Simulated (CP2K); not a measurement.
# InP (F-43m) in CP2K: a series of runs, part 2 of 2

CP2K 2026.2.

**3. Band structure, RPBE**

File inp_bands.inp:

```
&GLOBAL
  PROJECT inp_bands
  RUN_TYPE ENERGY_FORCE
  PRINT_LEVEL LOW
&END GLOBAL
&FORCE_EVAL
  METHOD QS
  STRESS_TENSOR ANALYTICAL
  &DFT
    BASIS_SET_FILE_NAME BASIS_MOLOPT_UZH
    POTENTIAL_FILE_NAME POTENTIAL_UZH
    &MGRID
      CUTOFF 675
      REL_CUTOFF 60
      NGRIDS 4
    &END MGRID
    &QS
      METHOD GPW
      EPS_DEFAULT 1.0E-9
    &END QS
    &KPOINTS
      SCHEME MONKHORST-PACK 8 8 8
      GAMMA_CENTERED T
      SYMMETRY T
      SYMMETRY_BACKEND SPGLIB
    &END KPOINTS
    &SCF
      SCF_GUESS ATOMIC
      EPS_SCF 1.0E-6
      MAX_SCF 100
      ADDED_MOS 10
      CHOLESKY OFF
      EPS_EIGVAL 1.0E-7
      &DIAGONALIZATION ON
        ALGORITHM STANDARD
      &END DIAGONALIZATION
      &MIXING ON
        METHOD BROYDEN_MIXING
        ALPHA 0.4
        BETA 1.5
        NBUFFER 8
      &END MIXING
      &SMEAR ON
        METHOD FERMI_DIRAC
        ELECTRONIC_TEMPERATURE [K] 580.226
      &END SMEAR
    &END SCF
    &XC
      &XC_FUNCTIONAL
        &GGA_X_RPBE
        &END GGA_X_RPBE
        &GGA_C_PBE
        &END GGA_C_PBE
      &END XC_FUNCTIONAL
    &END XC
    &PRINT
      &KPOINTS ON
      &END KPOINTS
      &MULLIKEN ON
      &END MULLIKEN
      &MO ON
        ENERGIES T
        OCCUPATION_NUMBERS T
        &EACH
          QS_SCF 0
        &END EACH
        ADD_LAST NUMERIC
      &END MO
      &LOWDIN ON
      &END LOWDIN
      &HIRSHFELD ON
        SHAPE_FUNCTION DENSITY
      &END HIRSHFELD
      &BAND_STRUCTURE
        FILE_NAME bands.bs
        ADDED_MOS 4
        &KPOINT_SET
          UNITS B_VECTOR
          NPOINTS 10
          SPECIAL_POINT GAMMA 0.00000000 0.00000000 0.00000000
          SPECIAL_POINT X 0.50000000 0.00000000 0.50000000
          SPECIAL_POINT W 0.50000000 0.25000000 0.75000000
          SPECIAL_POINT K 0.37500000 0.37500000 0.75000000
          SPECIAL_POINT GAMMA 0.00000000 0.00000000 0.00000000
          SPECIAL_POINT L 0.50000000 0.50000000 0.50000000
          SPECIAL_POINT U 0.62500000 0.25000000 0.62500000
          SPECIAL_POINT W 0.50000000 0.25000000 0.75000000
          SPECIAL_POINT L 0.50000000 0.50000000 0.50000000
          SPECIAL_POINT K 0.37500000 0.37500000 0.75000000
        &END KPOINT_SET
        &KPOINT_SET
          UNITS B_VECTOR
          NPOINTS 10
          SPECIAL_POINT U 0.62500000 0.25000000 0.62500000
          SPECIAL_POINT X 0.50000000 0.00000000 0.50000000
        &END KPOINT_SET
      &END BAND_STRUCTURE
    &END PRINT
  &END DFT
  &SUBSYS
    &CELL
      ABC 4.1443528445 4.1443528445 4.1443528445
      ALPHA_BETA_GAMMA 59.9999999996 59.9999999995 59.9999999995
      PERIODIC XYZ
    &END CELL
    &COORD
      In  0.0000000000 0.0000000000 0.0000000000
      P   6.2165292668 3.5891148456 2.5378874458
    &END COORD
    &KIND In
      BASIS_SET TZVP-MOLOPT-PBE-GTH-q13
      POTENTIAL GTH-PBE-q13
    &END KIND
    &KIND P
      BASIS_SET TZVP-MOLOPT-PBE-GTH-q5
      POTENTIAL GTH-PBE-q5
    &END KIND
    &PRINT
      &ATOMIC_COORDINATES ON
      &END ATOMIC_COORDINATES
      &CELL ON
      &END CELL
    &END PRINT
  &END SUBSYS
  &PRINT
    &FORCES ON
    &END FORCES
    &STRESS_TENSOR ON
    &END STRESS_TENSOR
  &END PRINT
&END FORCE_EVAL
```

Potentials or basis: POTENTIAL_UZH In GTH-PBE-q13, P GTH-PBE-q5; TZVP-MOLOPT-PBE-GTH basis.

The run is started by

```sh
> OMP_NUM_THREADS=1 cp2k.psmp -i inp_bands.inp -o inp_bands.out
```

inp_bands.out:

```text

 CP2K| version string:                                       CP2K version 2026.2
 CP2K| Input file name                                             inp_bands.inp

 GLOBAL| Force Environment number                                              1
 GLOBAL| Basis set file name                                    BASIS_MOLOPT_UZH
 GLOBAL| Potential file name                                       POTENTIAL_UZH
 GLOBAL| MM Potential file name                                     MM_POTENTIAL
 GLOBAL| Coordinate file name                                      __STD_INPUT__
 GLOBAL| Method name                                                        CP2K
 GLOBAL| Project name                                                  inp_bands
 GLOBAL| Run type                                                   ENERGY_FORCE
 GLOBAL| FFT library                                                       FFTW3
[... 8 lines left out ...]
 GLOBAL| CPU model name                                                  UNKNOWN

 CELL| Volume [angstrom^3]:                                            50.333273
 CELL| Vector a [angstrom]:       4.144     0.000     0.000   |a| =     4.144353
 CELL| Vector b [angstrom]:       2.072     3.589     0.000   |b| =     4.144353
 CELL| Vector c [angstrom]:       2.072     1.196     3.384   |c| =     4.144353
 CELL| Angle (b,c), alpha [degree]:                                    60.000000
 CELL| Angle (a,c), beta  [degree]:                                    60.000000
 CELL| Angle (a,b), gamma [degree]:                                    60.000000
 CELL| Numerically orthorhombic:                                              NO
 CELL| Periodicity                                                           XYZ

 CELL_REF| Volume [angstrom^3]:                                        50.333273
 CELL_REF| Vector a [angstrom     4.144     0.000     0.000   |a| =     4.144353
 CELL_REF| Vector b [angstrom     2.072     3.589     0.000   |b| =     4.144353
 CELL_REF| Vector c [angstrom     2.072     1.196     3.384   |c| =     4.144353
 CELL_REF| Angle (b,c), alpha [degree]:                                60.000000
 CELL_REF| Angle (a,c), beta  [degree]:                                60.000000
 CELL_REF| Angle (a,b), gamma [degree]:                                60.000000
 CELL_REF| Numerically orthorhombic:                                          NO
[... 11 lines left out ...]

  Total number of            - Atomic kinds:                                   2
                             - Atoms:                                          2
                             - Shell sets:                                     2
                             - Shells:                                        17
                             - Primitive Cartesian functions:                 10
                             - Cartesian basis functions:                     58
                             - Spherical basis functions:                     51

  Maximum angular momentum of- Orbital basis functions:                        3
                             - Local part of the GTH pseudopotential:          0
                             - Non-local part of the GTH pseudopotential:      4

 MODULE QUICKSTEP: ATOMIC COORDINATES IN ANGSTROM

   Atom Kind Element         X             Y             Z       Z(eff)     Mass
      1    1 In   49      0.000000      0.000000      0.000000  13.0000 114.8180
      2    2 P    15      6.216529      3.589115      2.537887   5.0000  30.9738

 SCF PARAMETERS         Density guess:                                    ATOMIC
[... 9 lines left out ...]
                        --------------------------------------------------------
                        level_shift [a.u.]:                             0.000000
                        added MOs                                        10    0
                        --------------------------------------------------------
                        Mixing method:                            BROYDEN_MIXING
[... 11 lines left out ...]
 *******************************************************************************
 BRILLOUIN| K-point scheme                                        Monkhorst-Pack
 BRILLOUIN| K-Point grid                                             8    8    8
 BRILLOUIN| Gamma-centered k-point mesh                                     ON
[... 76 lines left out ...]
  Core Hamiltonian energy:                                     31.75692192256190
  Hartree energy:                                              20.82805183839249
  Exchange-correlation energy:                                 -9.18361608006678
  Electronic entropic energy:                                  -0.00000010266945
  Fermi energy:                                                 0.19403815517117

  Total energy:                                               -62.95693151246905
  Total energy (extrapolated to T->0):                        -62.95693146113432

 MO| EIGENVALUES AND OCCUPATION NUMBERS FOR K POINT 1
 MO|
 MO|  Index      Eigenvalue [a.u.]        Eigenvalue [eV]             Occupation
 MO|      1              -0.351617              -9.567990               2.000000
 MO|      2              -0.346838              -9.437937               2.000000
 MO|      3              -0.346838              -9.437936               2.000000
 MO|      4              -0.342165              -9.310777               2.000000
 MO|      5              -0.342165              -9.310775               2.000000
 MO|      6              -0.196157              -5.337693               2.000000
[... 344 lines left out ...]
 MO|     18               0.751493              20.449177               0.000000
 MO|     19               0.797595              21.703672               0.000000
 MO| Sum:                                                              18.000000
 MO| E(Fermi):            0.194038 a.u.          5.280047 eV
 MO| Band gap:            0.173679 a.u.          4.726045 eV

 [... the levels of further k-points ...]

 !-----------------------------------------------------------------------------!
                     Mulliken Population Analysis

 #  Atom  Element  Kind  Atomic population                           Net charge
       1     In       1         12.362928                              0.637072
       2     P        2          5.637072                             -0.637072
 # Total charge                             18.000000                 -0.000000

 !-----------------------------------------------------------------------------!

 !-----------------------------------------------------------------------------!
                           Hirshfeld Charges

  #Atom  Element  Kind  Ref Charge     Population                    Net charge
      1       In     1      13.000         12.754                         0.246
      2       P      2       5.000          5.246                        -0.246

  Total Charge                                                           -0.000
 !-----------------------------------------------------------------------------!

 LOWDIN POPULATION ANALYSIS

 #  Atom  Element  Kind  Atomic population                           Net charge
       1     In       1         13.529271                             -0.529271
       2     P        2          4.470729                              0.529271
 # Total charge                             18.000000                 -0.000000

 KPOINTS| Band Structure Calculation
 KPOINTS| Number of k-point sets                                               2
 KPOINTS| Number of added MOs/bands                                            4
 KPOINTS| Number of k-points in set    1                                      91
 KPOINTS| In units of b-vector [2pi/Bohr]
 KPOINTS| Special point     1       GAMMA     0.000000     0.000000     0.000000
 KPOINTS| Special point     2           X     0.500000     0.000000     0.500000
 KPOINTS| Special point     3           W     0.500000     0.250000     0.750000
 KPOINTS| Special point     4           K     0.375000     0.375000     0.750000
 KPOINTS| Special point     5       GAMMA     0.000000     0.000000     0.000000
 KPOINTS| Special point     6           L     0.500000     0.500000     0.500000
 KPOINTS| Special point     7           U     0.625000     0.250000     0.625000
 KPOINTS| Special point     8           W     0.500000     0.250000     0.750000
 KPOINTS| Special point     9           L     0.500000     0.500000     0.500000
 KPOINTS| Special point    10           K     0.375000     0.375000     0.750000
 KPOINTS| Number of k-points in set    2                                      11
 KPOINTS| In units of b-vector [2pi/Bohr]
 KPOINTS| Special point     1           U     0.625000     0.250000     0.625000
 KPOINTS| Special point     2           X     0.500000     0.000000     0.500000

 ENERGY| Total FORCE_EVAL ( QS ) energy [hartree]            -62.956930301759193

 FORCES| Atomic forces [hartree/bohr]
 FORCES|   Atom     x               y               z               |f|
 FORCES|      1  2.31157350E-11 -4.75341466E-09  3.72679400E-09   6.04023831E-09
 FORCES|      2 -2.17700707E-10  4.64096618E-09 -3.80639179E-09   6.00621172E-09
 FORCES| Sum    -1.94584972E-10 -1.12448476E-10 -7.95977891E-11
 FORCES| Total atomic force                                       2.38419335E-10

 STRESS| Analytical stress tensor [bar]
 STRESS|                        x                   y                   z
 STRESS|      x        5.22472122367E+04  -1.71198001497E-02  -3.61425417031E-02
 STRESS|      y       -1.71198001497E-02   5.22473129083E+04  -2.08861901967E-03
 STRESS|      z       -3.61425417031E-02  -2.08861901967E-03   5.22474132008E+04
 STRESS| 1/3 Trace                                             5.22473127819E+04
 STRESS| Determinant                                           1.42623757936E+14

 STRESS| Eigenvectors and eigenvalues of the analytical stress tensor [bar]
 STRESS|                        1                   2                   3
 STRESS| Eigenvalues   5.22472032292E+04   5.22473156059E+04   5.22474195106E+04
 STRESS|      x           0.973314928428     -0.151395162387     -0.172445802802
 STRESS|      y           0.155144452754      0.987856120002      0.008395531828
 STRESS|      z           0.169080598763     -0.034925506166      0.984983228355
```

Run time: 1.9 min. Hardware: 1 thread of Arm Neoverse N1, shared host; peak memory 0.46 GiB.

Results:

- Free energy: -1713.1452 eV
- Pressure: 5.2 GPa
- Band gap on the k mesh: 0.78 eV, direct
- Band gap along the path: 0.78 eV, direct
- Mulliken charges: In +0.64; P -0.64 e
- Hirshfeld charges: In +0.25; P -0.25 e

Levels at the corners of the path, in eV from the valence-band top:
| point | band 6 | band 7 | band 8 | band 9 | band 10 | band 11 | band 12 | band 13 |
| --- | --- | --- | --- | --- | --- | --- | --- | --- |
| Γ | -11.52 | 0.00 | 0.00 | 0.00 | 0.78 | 4.18 | 4.18 | 4.18 |
| X | -9.18 | -5.73 | -2.31 | -2.31 | 1.93 | 2.38 | 9.42 | 9.76 |
| W | -9.10 | -5.58 | -2.92 | -2.88 | 4.44 | 4.48 | 5.79 | 6.48 |
| K | -9.19 | -5.58 | -3.27 | -1.93 | 2.50 | 4.52 | 7.84 | 7.85 |
| Γ | -11.52 | 0.00 | 0.00 | 0.00 | 0.78 | 4.18 | 4.18 | 4.18 |
| L | -9.83 | -5.70 | -0.97 | -0.97 | 1.59 | 4.96 | 4.96 | 7.43 |
| U | -9.19 | -5.58 | -3.27 | -1.93 | 2.50 | 4.52 | 7.84 | 7.85 |
| W | -9.10 | -5.58 | -2.92 | -2.88 | 4.44 | 4.48 | 5.79 | 6.48 |
| L | -9.83 | -5.70 | -0.97 | -0.97 | 1.59 | 4.96 | 4.96 | 7.43 |
| K | -9.19 | -5.58 | -3.27 | -1.93 | 2.50 | 4.52 | 7.84 | 7.85 |
| U | -9.19 | -5.58 | -3.27 | -1.93 | 2.50 | 4.52 | 7.84 | 7.85 |
| X | -9.18 | -5.73 | -2.31 | -2.31 | 1.93 | 2.38 | 9.42 | 9.76 |

Caveat: Mulliken charges move with the basis; the potentials were made for another functional, which shifts forces and pressure; spin-orbit coupling is left out, which moves the levels of the heavy elements; the basis of atomic orbitals isn't converged, which shifts pressures, moduli and gaps.

**4. Band structure, WC**

Changes to inp_bands.inp since step 3:

```diff
@@ -49,4 +49,4 @@
       &XC_FUNCTIONAL
-        &GGA_X_RPBE
-        &END GGA_X_RPBE
+        &GGA_X_WC
+        &END GGA_X_WC
         &GGA_C_PBE
```

The run is started by

```sh
> OMP_NUM_THREADS=1 cp2k.psmp -i inp_bands.inp -o inp_bands.out
```

It took 1.8 min on 1 thread of Arm Neoverse N1, shared host; peak memory 0.46 GiB.

It converged, with:

- Free energy: -1710.7786 eV
- Pressure: 1.7 GPa
- Band gap on the k mesh: 0.58 eV, direct
- Band gap along the path: 0.58 eV, direct
- Mulliken charges: In +0.44; P -0.44 e
- Hirshfeld charges: In +0.21; P -0.21 e

Levels at the corners of the path, in eV from the valence-band top:
| point | band 6 | band 7 | band 8 | band 9 | band 10 | band 11 | band 12 | band 13 |
| --- | --- | --- | --- | --- | --- | --- | --- | --- |
| Γ | -11.59 | 0.00 | 0.00 | 0.00 | 0.58 | 4.02 | 4.02 | 4.02 |
| X | -9.18 | -5.85 | -2.38 | -2.38 | 1.62 | 2.17 | 9.16 | 9.63 |
| W | -9.10 | -5.70 | -3.03 | -3.00 | 4.25 | 4.37 | 5.58 | 6.18 |
| K | -9.19 | -5.71 | -3.40 | -1.99 | 2.25 | 4.36 | 7.60 | 7.71 |
| Γ | -11.59 | 0.00 | 0.00 | 0.00 | 0.58 | 4.02 | 4.02 | 4.02 |
| L | -9.85 | -5.85 | -1.00 | -1.00 | 1.39 | 4.79 | 4.79 | 7.11 |
| U | -9.19 | -5.71 | -3.40 | -1.99 | 2.25 | 4.36 | 7.60 | 7.71 |
| W | -9.10 | -5.70 | -3.03 | -3.00 | 4.25 | 4.37 | 5.58 | 6.18 |
| L | -9.85 | -5.85 | -1.00 | -1.00 | 1.39 | 4.79 | 4.79 | 7.11 |
| K | -9.19 | -5.71 | -3.40 | -1.99 | 2.25 | 4.36 | 7.60 | 7.71 |
| U | -9.19 | -5.71 | -3.40 | -1.99 | 2.25 | 4.36 | 7.60 | 7.71 |
| X | -9.18 | -5.85 | -2.38 | -2.38 | 1.62 | 2.17 | 9.16 | 9.63 |

Caveat: Mulliken charges move with the basis; the potentials were made for another functional, which shifts forces and pressure; spin-orbit coupling is left out, which moves the levels of the heavy elements; the basis of atomic orbitals isn't converged, which shifts pressures, moduli and gaps.

**5. Band structure, TPSS**

Changes to inp_bands.inp since step 4:

```diff
@@ -49,6 +49,6 @@
       &XC_FUNCTIONAL
-        &GGA_X_WC
-        &END GGA_X_WC
-        &GGA_C_PBE
-        &END GGA_C_PBE
+        &MGGA_X_TPSS
+        &END MGGA_X_TPSS
+        &MGGA_C_TPSS
+        &END MGGA_C_TPSS
       &END XC_FUNCTIONAL
```

The run is started by

```sh
> OMP_NUM_THREADS=1 cp2k.psmp -i inp_bands.inp -o inp_bands.out
```

Run time: 4.6 min. Hardware: 1 thread of Arm Neoverse N1, shared host; peak memory 0.47 GiB.

The run converged. Its results:

```yaml
Free_energy: -1709.1313 eV
Pressure: 3.3 GPa
Band_gap_on_the_k_mesh: 0.73 eV, direct
Band_gap_along_the_path: 0.73 eV, direct
Mulliken_charges: In +0.50; P -0.50 e
Hirshfeld_charges: In +0.23; P -0.23 e
```

Levels at the corners of the path, in eV from the valence-band top:
```csv
point,band 6,band 7,band 8,band 9,band 10,band 11,band 12,band 13
Γ,-11.79,0.00,0.00,0.00,0.73,4.23,4.23,4.23
X,-9.37,-5.85,-2.39,-2.39,1.81,2.35,9.43,9.92
W,-9.29,-5.70,-3.03,-2.99,4.43,4.51,5.84,6.46
K,-9.38,-5.71,-3.39,-1.99,2.44,4.53,7.87,7.96
Γ,-11.79,0.00,0.00,0.00,0.73,4.23,4.23,4.23
L,-10.03,-5.85,-1.00,-1.00,1.56,5.01,5.01,7.36
U,-9.38,-5.71,-3.39,-1.99,2.44,4.53,7.87,7.96
W,-9.29,-5.70,-3.03,-2.99,4.43,4.51,5.84,6.46
L,-10.03,-5.85,-1.00,-1.00,1.56,5.01,5.01,7.36
K,-9.38,-5.71,-3.39,-1.99,2.44,4.53,7.87,7.96
U,-9.38,-5.71,-3.39,-1.99,2.44,4.53,7.87,7.96
X,-9.37,-5.85,-2.39,-2.39,1.81,2.35,9.43,9.92
```

Caveat: Mulliken charges move with the basis; the potentials were made for another functional, which shifts forces and pressure; spin-orbit coupling is left out, which moves the levels of the heavy elements; the basis of atomic orbitals isn't converged, which shifts pressures, moduli and gaps.

**6. Summary**

| level | cutoff of the non-local correlation (Ry) | gap on the mesh (eV) | pressure (GPa) |
| --- | --- | --- | --- |
| rev-vdW-DF2 | 300 | 0.58 | 3.3 |
| RPBE | - | 0.78 | 5.2 |
| WC | - | 0.58 | 1.7 |
| TPSS | - | 0.73 | 3.3 |

Alike in all rows: task band structure; potentials or basis POTENTIAL_UZH In GTH-PBE-q13, P GTH-PBE-q5; TZVP-MOLOPT-PBE-GTH basis; no spin polarisation; cell as given; k mesh 8 × 8 × 8; smearing fermi-dirac 0.05 eV.

Caveats: the potentials were made for another functional, which shifts forces and pressure; spin-orbit coupling is left out, which moves the levels of the heavy elements; the basis of atomic orbitals isn't converged, which shifts pressures, moduli and gaps.

Absolute energies hang on the potentials; compare differences alone.

**7. Comparison with measurements**

Step 2. Measured gap of InP: 1.4236 eV (direct; 1.6 K; a printed reference work, data compilation). This calculation gives 0.58 eV (-0.84 eV). Spin-orbit coupling on In is left out. The value is that of rev-vdW-DF2 in an atomic basis (POTENTIAL_UZH In GTH-PBE-q13, P GTH-PBE-q5; TZVP-MOLOPT-PBE-GTH basis), whose error adds to the functional's,, without temperature or zero-point motion.

Step 3. Against the measured gap of InP, 1.4236 eV (direct; 1.6 K; a printed reference work, data compilation), the calculated 0.78 eV is off by -0.65 eV. Spin-orbit coupling on In is left out. The value is that of RPBE in an atomic basis (POTENTIAL_UZH In GTH-PBE-q13, P GTH-PBE-q5; TZVP-MOLOPT-PBE-GTH basis), whose error adds to the functional's,, without temperature or zero-point motion. Semilocal functionals fall short of measured gaps as a rule.

Step 4. Against the measured gap of InP, 1.4236 eV (direct; 1.6 K; a printed reference work, data compilation), the calculated 0.58 eV is off by -0.84 eV. Spin-orbit coupling on In is left out. The value is that of WC in an atomic basis (POTENTIAL_UZH In GTH-PBE-q13, P GTH-PBE-q5; TZVP-MOLOPT-PBE-GTH basis), whose error adds to the functional's,, without temperature or zero-point motion. Semilocal functionals fall short of measured gaps as a rule.

Step 5. Measured gap of InP: 1.4236 eV (direct; 1.6 K; a printed reference work, data compilation). This calculation gives 0.73 eV (-0.69 eV). Spin-orbit coupling on In is left out. The value is that of TPSS in an atomic basis (POTENTIAL_UZH In GTH-PBE-q13, P GTH-PBE-q5; TZVP-MOLOPT-PBE-GTH basis), whose error adds to the functional's,, without temperature or zero-point motion.
